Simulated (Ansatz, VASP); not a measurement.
Two plane-wave programs on Sr

INCAR

```
SYSTEM = Sr
  ALGO = Fast
  EDIFF = 1E-6
  ENCUT = 520
  GGA = PE
  ISIF = 2
  ISMEAR = 0
  LASPH = .True.
  LCHARG = .False.
  LREAL = .False.
  LWAVE = .False.
  NBANDS = 11
  NELM = 60
  PREC = Accurate
  SIGMA = 0.15
```

Contents of KPOINTS:

```
k-points
0
Gamma
  16 16 16
  0 0 0
```

Contents of POSCAR:

```
Sr
1.0
    0.0000000000      3.3050470070      2.5779366655
    3.3050470070      0.0000000000      2.5779366655
    3.3050470070      3.3050470070      0.0000000000
Sr
1
Direct
    0.0000000000      0.0000000000      0.0000000000
```

Input for Ansatz:

```yaml
crystal:
  lattice:
    - [0.0, 3.305047007, 2.5779366655]
    - [3.305047007, 0.0, 2.5779366655]
    - [3.305047007, 3.305047007, 0.0]
  atoms:
    - { symbol: Sr, position: [0.0, 0.0, 0.0] }
basis:
  ecutwfc: 420
kpoints:
  mp_grid: { grid: [16, 16, 16] }
hamiltonian:
  xc: pbe
scf:
  occupations: { method: gaussian, width: 0.15 }
output:
  forces: true
  stress: true
  eigenvalues: true
  write_density: true
  write_potential: true
  elf: true
  volumetric_format: npy
```

Alike in both runs: task single point; functional PBE; k mesh 16 × 16 × 16; occupations gaussian, width 0.15 eV; no spin polarisation.

```csv
,VASP,Ansatz
version,VASP 6.6.1,Ansatz 0.2.0
potentials or method,"VASP PAW PBE potentials, release 64 (Sr_sv)","scalar-relativistic, plane waves, PAW"
plane-wave cutoff (eV),520,420
valence electrons in the cell,10,10
```

```csv
,VASP,Ansatz,Ansatz less VASP
gap on the k mesh at the Fermi level (eV),none,none,-
pressure (GPa),-0.4,-0.4,0.00
```

A gap of «none» marks a metal or a gap that the smearing closes. The functional is the same, so the differences come from potentials, cutoffs and numerics.
